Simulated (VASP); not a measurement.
# BaTiO3 (P4mm) in VASP: notebook

Aim: see how the results for BaTiO3 move with the level of theory and the settings. Levels: r2SCAN, PBE. Tasks: relaxation of shape and atoms at fixed volume, relaxation of cell and atoms.

All numbers are computed with VASP 6.6.1; they aren't measurements. Logs are shortened: lines on timing, memory, paths and dates and some standing lists are left out, and cuts for length are marked.

### Step 1. Starting point

The structure is tetragonal, space group P4mm (No. 99). Conventional cell: a = 4.000 Å, b = 4.000 Å, c = 4.018 Å, α = 90.00°, β = 90.00°, γ = 90.00°. Around Ba (site symmetry 4mm) lie 12 O at 2.79 to 2.88 Å. Ti (site symmetry 4mm) has 6 O at 1.89 to 2.13 Å as nearest neighbours. O (site symmetry 4mm) has 2 Ti at 1.89 to 2.13 Å as nearest neighbours. O (site symmetry 2mm) has 2 Ti at 2.00 Å as nearest neighbours.

### Step 2. Relaxation of shape and atoms at fixed volume, r2SCAN (a relaxed cell with its volume scaled by 1.02)

Contents of INCAR:

```
PREC = Accurate ; ENCUT = 600
EDIFF = 1E-7 ; ISMEAR = 0
SIGMA = 0.03 ; LREAL = F
LASPH = T ; NELM = 80
ALGO = Normal ; ISIF = 4
LWAVE = F ; LCHARG = F
METAGGA = R2SCAN ; LMIXTAU = T
IBRION = 2 ; NSW = 40
EDIFFG = -0.01 ; KPAR = 2
```

Contents of KPOINTS:

```
Automatic mesh
0
Gamma
  8 8 8
```

Contents of POSCAR:

```
BaTiO3                                  
1.0
    4.0136718557      0.0000000000      0.0000000000
    0.0000000000      4.0136718557      0.0000000000
    0.0000000000      0.0000000000      4.1422230024
  Ba              Ti              O             
     1     1     3
Direct
     0.0000000000000000    0.0000000000000000    0.9971689026408086
     0.5000000000000000    0.5000000000000000    0.4792036959588444
     0.5000000000000000    0.5000000000000000    0.0331038404906181
     0.5000000000000000    0.0000000000000000    0.5167617804548641
     0.0000000000000000    0.5000000000000000    0.5167617804548641
```

Potentials or basis: VASP PAW PBE potentials, release 64 (Ba_sv, Ti_sv, O).

Command:

```console
$ cat potpaw_PBE.64/Ba_sv/POTCAR potpaw_PBE.64/Ti_sv/POTCAR potpaw_PBE.64/O/POTCAR > POTCAR
$ mpirun -np 2 vasp_std > vasp.out
```

OUTCAR:

```text
PREC = Accurate
   ENCUT = 600
   EDIFF = 1E-7
   ISMEAR = 0
   LREAL = F
   LASPH = T
   NELM = 80
   ISIF = 4
   METAGGA = R2SCAN
   IBRION = 2
   NSW = 40
   EDIFFG = -0.01

 ion  position               nearest neighbor table
   1  0.000  0.000  0.997-   4 2.83   5 2.83   5 2.83   4 2.83   3 2.84   3 2.84   3 2.84   3 2.84
                             4 2.94   5 2.94   5 2.94   4 2.94   2 3.47   2 3.47   2 3.47   2 3.47
   2  0.500  0.500  0.479-   3 1.85   4 2.01   5 2.01   4 2.01   5 2.01   3 2.29   1 3.47   1 3.47
                             1 3.47   1 3.47   1 3.56   1 3.56   1 3.56   1 3.56
   3  0.500  0.500  0.033-   2 1.85   2 2.29   1 2.84   1 2.84   1 2.84   1 2.84
   4  0.500  0.000  0.517-   2 2.01   2 2.01   1 2.83   1 2.83   1 2.94   1 2.94
   5  0.000  0.500  0.517-   2 2.01   2 2.01   1 2.83   1 2.83   1 2.94   1 2.94

  LATTYP: Found a simple tetragonal cell.
 ALAT       =     4.0136718557
 C/A-ratio  =     1.0320283150

  Lattice vectors:

 A1 = (   4.0136718557,   0.0000000000,   0.0000000000)
 A2 = (   0.0000000000,   4.0136718557,   0.0000000000)
 A3 = (   0.0000000000,   0.0000000000,   4.1422230024)

Analysis of symmetry for initial positions (statically):
=====================================================================
 Subroutine PRICEL returns:
 Original cell was already a primitive cell.

 Routine SETGRP: Setting up the symmetry group for a
 simple tetragonal supercell.

 Subroutine GETGRP returns: Found  8 space group operations
 (whereof  8 operations were pure point group operations)
 out of a pool of 16 trial point group operations.

The static configuration has the point symmetry C_4v.

Analysis of symmetry for dynamics (positions and initial velocities):
=====================================================================
 Subroutine PRICEL returns:
 Original cell was already a primitive cell.

 Routine SETGRP: Setting up the symmetry group for a
 simple tetragonal supercell.

 Subroutine GETGRP returns: Found  8 space group operations
 (whereof  8 operations were pure point group operations)
 out of a pool of 16 trial point group operations.

The dynamic configuration has the point symmetry C_4v.

 Subroutine INISYM returns: Found  8 space group operations
 (whereof  8 operations are pure point group operations),
 and found     1 'primitive' translations

----------------------------------------------------------------------------------------

                                     Primitive cell

  volume of cell :      66.7294

  direct lattice vectors                    reciprocal lattice vectors
     4.013671856  0.000000000  0.000000000     0.249148420  0.000000000  0.000000000
     0.000000000  4.013671856  0.000000000     0.000000000  0.249148420  0.000000000
     0.000000000  0.000000000  4.142223002     0.000000000  0.000000000  0.241416264

  length of vectors
     4.013671856  4.013671856  4.142223002     0.249148420  0.249148420  0.241416264

  position of ions in fractional coordinates (direct lattice)
     0.000000000  0.000000000  0.997168903
     0.500000000  0.500000000  0.479203696
     0.500000000  0.500000000  0.033103840
     0.500000000  0.000000000  0.516761780
     0.000000000  0.500000000  0.516761780

  ion indices of the primitive-cell ions
   primitive index   ion index
                 1           1
                 2           2
                 3           3
                 4           4
                 5           5

----------------------------------------------------------------------------------------

 KPOINTS: Automatic mesh

Automatic generation of k-mesh.
 Grid dimensions read from file:
 generate k-points for:    8    8    8

 Generating k-lattice:

  Cartesian coordinates                     Fractional coordinates (reciprocal lattice)
     0.031143552  0.000000000  0.000000000     0.125000000  0.000000000  0.000000000
     0.000000000  0.031143552  0.000000000     0.000000000  0.125000000  0.000000000
     0.000000000  0.000000000  0.030177033     0.000000000  0.000000000  0.125000000

  Length of vectors
     0.031143552  0.031143552  0.030177033

  Shift w.r.t. Gamma in fractional coordinates (k-lattice)
     0.000000000  0.000000000  0.000000000

 Subroutine IBZKPT returns following result:
 ===========================================

 Found     75 irreducible k-points:

 Following reciprocal coordinates:
            Coordinates               Weight
  0.000000  0.000000  0.000000      1.000000
  0.125000  0.000000  0.000000      4.000000
  0.250000  0.000000  0.000000      4.000000
  0.375000  0.000000  0.000000      4.000000
  0.500000  0.000000  0.000000      2.000000
  0.125000  0.125000  0.000000      4.000000
[... 16 lines left out ...]
  0.375000  0.125000  0.125000     16.000000
  0.500000  0.125000  0.125000      8.000000
 [... further k-points ...]
   k-points           NKPTS =     75   k-points in BZ     NKDIM =     75   number of bands    NBANDS=     24
   number of dos      NEDOS =    301   number of ions     NIONS =      5
   total plane-waves  NPLWV =  36864
   dimension x,y,z NGX =    32 NGY =   32 NGZ =   36
   dimension x,y,z NGXF=    64 NGYF=   64 NGZF=   72
   ions per type =               1   1   3
   NGX,Y,Z   is equivalent  to a cutoff of  13.25, 13.25, 14.45 a.u.
   NGXF,Y,Z  is equivalent  to a cutoff of  26.51, 26.51, 28.90 a.u.
 SYSTEM =  unknown system
   PREC   = accura    normal or accurate (medium, high low for compatibility)
   ISTART =      0    job   : 0-new  1-cont  2-samecut
   ICHARG =      2    charge: 1-file 2-atom 10-const
   ISPIN  =      1    spin polarized calculation?
   LNONCOLLINEAR =      F non collinear calculations
   LSORBIT =      F    spin-orbit coupling
   LASPH  =      T    aspherical Exc in radial PAW
   ENCUT  =  600.0 eV  44.10 Ry    6.64 a.u.   8.02  8.02  8.27*2*pi/ulx,y,z
   NELM   =     80;   NELMIN=  2; NELMDL= -5     # of ELM steps
   EDIFF  = 0.1E-06   stopping-criterion for ELM
   LREAL  =      F    real-space projection
   EDIFFG = -.1E-01   stopping-criterion for IOM
   NSW    =     40    number of steps for IOM
   IBRION =      2    ionic relax: 0-MD 1-quasi-New 2-CG
   NFREE  =      1    steps in history (QN), initial steepest desc. (CG)
   ISIF   =      4    stress and relaxation
   ISYM   =      2    0-nonsym 1-usesym 2-fastsym
   POTIM  = 0.5000    time-step for ionic-motion
   TEBEG  =    0.0;   TEEND  =   0.0 temperature during run
   PSTRESS=    0.0 pullay stress
   NELECT =      40.0000    total number of electrons
   NUPDOWN=      -1.0000    fix difference up-down
   EMIN   =  10.00;   EMAX   =-10.00  energy-range for DOS
   EFERMI =   0.00;   METHOD = LEGACY
   ISMEAR =     0;   SIGMA  =   0.03  broadening in eV -4-tet -1-fermi 0-gaus
   EFERMI_NEDOS =   21; number of points for ismear=-14 and -15
   IALGO  =     38    algorithm
   IMIX   =      4    mixing-type and parameters
     AMIX     =   0.40;   BMIX     =  1.00
     AMIX_MAG =   1.60;   BMIX_MAG =  1.00
  volume/ion in A,a.u.               =      13.35        90.06
  Fermi-wavevector in a.u.,A,eV,Ry     =   1.380350  2.608483 25.924065  1.905365
  Thomas-Fermi vector in A             =   2.505235
   LORBIT       =      0    0 simple, 1 ext, 2 COOP (PROOUT), +10 PAW based schemes
   METAGGA = R2SCAN    functional components
   LHFCALC =     F    Hartree Fock is set to
   AEXX    =    0.0000 exact exchange contribution
   IVDW    =     0    specifies the selected vdW correction
   LEPSILON=     F    determine dielectric tensor
   LRPA    =     F    only Hartree local field effects (RPA)
 conjugate gradient relaxation of ions
 non-spin polarized calculation
 Gauss-broadening in eV      SIGMA  =   0.03
  energy-cutoff  :      600.00
  volume of cell :       66.73
 maximum number of plane-waves:      2264
   NGX = 17   NGY = 17   NGZ = 17

--------------------------------------- Ionic step        1  -------------------------------------------

 number of electron      39.9999999 magnetization

 Free energy of the ion-electron system (eV)
  ---------------------------------------------------
  ext. energy  EPLUGINS =         0.00000000
  ---------------------------------------------------
  free energy    TOTEN  =       -74.26222447 eV

  energy without entropy =      -74.26222447  energy(sigma->0) =      -74.26222447

------------------------ aborting loop because EDIFF is reached ----------------------------------------

  FORCE on cell =-STRESS in cart. coord.  units (eV):
  Direction    XX          YY          ZZ          XY          YZ          ZX
  --------------------------------------------------------------------------------------
  -------------------------------------------------------------------------------------
  Total       -1.3852765     -1.3852765     -1.3608755      0.0000000     -0.0000000      0.0000000
  in kB      -33.2605825    -33.2605825    -32.6747122      0.0000000     -0.0000000      0.0000000
  external PRESSURE =     -33.0652924 kB  Pullay stress =       0.0000000 kB
[... 98 lines left out ...]
  FREE ENERGIE OF THE ION-ELECTRON SYSTEM (eV)
  ---------------------------------------------------
  free  energy   TOTEN  =       -74.2645190134 eV

  energy  without entropy=      -74.2645190134  energy(sigma->0) =      -74.26451901

[... ionic steps 4 to 7 ...]

--------------------------------------- Ionic step        8  -------------------------------------------

 number of electron      39.9999993 magnetization

------------------------ aborting loop because EDIFF is reached ----------------------------------------

  FORCE on cell =-STRESS in cart. coord.  units (eV):
  Direction    XX          YY          ZZ          XY          YZ          ZX
  --------------------------------------------------------------------------------------
  -------------------------------------------------------------------------------------
  Total       -0.9058310     -0.9058310     -0.8269435      0.0000000      0.0000000      0.0000000
  in kB      -21.7490625    -21.7490625    -19.8549688      0.0000000      0.0000000      0.0000000
  external PRESSURE =     -21.1176979 kB  Pullay stress =       0.0000000 kB
[... 63 lines left out ...]
  energy  without entropy=      -74.2669937392  energy(sigma->0) =      -74.26699374

--------------------------------------- Ionic step       10  -------------------------------------------

 number of electron      39.9999993 magnetization

 Free energy of the ion-electron system (eV)
  ---------------------------------------------------
  ext. energy  EPLUGINS =         0.00000000
  ---------------------------------------------------
  free energy    TOTEN  =       -74.26701361 eV

  energy without entropy =      -74.26701361  energy(sigma->0) =      -74.26701361

 E-fermi :   3.7019     XC(G=0): -11.6693

 val. band max:        3.4259057773   @ k =   0.5000   0.5000   0.5000
 cond. band min:       5.5920043872   @ k =   0.0000   0.0000   0.0000
 fundamental gap:      2.1660986099
 Fermi energy:         3.7019275412

 k-point     1 :       0.0000    0.0000    0.0000
  band No.  band energies     occupation
      1     -55.4776      2.00000
      2     -30.7498      2.00000
      3     -30.6180      2.00000
      4     -30.6180      2.00000
      5     -22.4050      2.00000
      6     -14.5461      2.00000
[... 637 lines left out ...]
     23       7.3215      0.00000
     24       8.2774      0.00000

 [... further k-points ...]
[... 5 lines left out ...]
  --------------------------------------------------------------------------------------
  -------------------------------------------------------------------------------------
  Total       -0.8936806     -0.8936806     -0.8782469      0.0000000     -0.0000000      0.0000000
  in kB      -21.4573325    -21.4573325    -21.0867672      0.0000000     -0.0000000      0.0000000
  external PRESSURE =     -21.3338108 kB  Pullay stress =       0.0000000 kB
[... 20 lines left out ...]
  FREE ENERGIE OF THE ION-ELECTRON SYSTEM (eV)
  ---------------------------------------------------
  free  energy   TOTEN  =       -74.2670136064 eV

  energy  without entropy=      -74.2670136064  energy(sigma->0) =      -74.26701361

 reached required accuracy - stopping structural energy minimisation
```

Run time: 19 min. Hardware: 2 MPI ranks of Intel Xeon Platinum 8259CL at 2.50GHz (Skylake/Cascade Lake), shared host; peak memory 0.32 GiB.

Results:

```
Free energy               : -74.2670 eV
Energy gained by relaxing : 1.0 meV/atom
Ionic steps               : 10
Pressure after relaxing   : -2.1 GPa
Band gap on the k mesh    : 2.17 eV, indirect (least direct gap 2.72 eV)
```

Step by step:
```
step  energy change (eV)  largest force (eV/Å)  pressure (GPa)
   1              0.0000                0.2235           -3.31
   2             -0.0023                0.0355           -2.81
   3             -0.0023                0.0380           -2.76
   4             -0.0036                0.0382           -2.54
   5             -0.0045                0.0391           -2.19
   6             -0.0047                0.0271           -2.20
   7             -0.0047                0.0362           -2.21
   8             -0.0048                0.0309           -2.11
   9             -0.0048                0.0152           -2.15
  10             -0.0048                0.0015           -2.13
```

Final structure:
```
CELL_PARAMETERS angstrom
3.99533 0.00000 0.00000
0.00000 3.99533 0.00000
0.00000 0.00000 4.18035
ATOMIC_POSITIONS crystal
Ba 0.00000 0.00000 0.99375
Ti 0.50000 0.50000 0.47477
O 0.50000 0.50000 0.03897
O 0.50000 0.00000 0.51775
O 0.00000 0.50000 0.51775
```

Levels at points of the mesh, in eV from the valence-band top:
```csv
k point,band 16,band 17,band 18,band 19,band 20,band 21,band 22,band 23,band 24
"(0.00, 0.00, 0.00)",-1.68,-1.32,-0.87,-0.55,-0.55,2.17,2.70,2.70,4.24
"(0.50, 0.00, 0.00)",-1.97,-1.95,-1.71,-1.52,-1.32,2.78,3.78,3.87,4.33
"(0.50, 0.50, 0.00)",-2.95,-2.09,-1.17,-1.17,-0.06,3.91,3.91,4.27,4.51
"(0.00, 0.00, 0.50)",-2.15,-2.06,-1.98,-0.77,-0.77,2.29,3.77,3.77,4.24
"(0.50, 0.00, 0.50)",-2.61,-1.91,-1.17,-1.09,-0.49,3.78,3.82,4.10,5.08
"(0.50, 0.50, 0.50)",-2.65,-2.65,-0.42,-0.42,0.00,4.33,4.33,4.44,6.58
```

Caveat: the PAW data sets were made with another functional, which shifts forces and pressure a little; spin-orbit coupling is left out, which moves the levels of the heavy elements.

(Continued in part 2 of 2.)
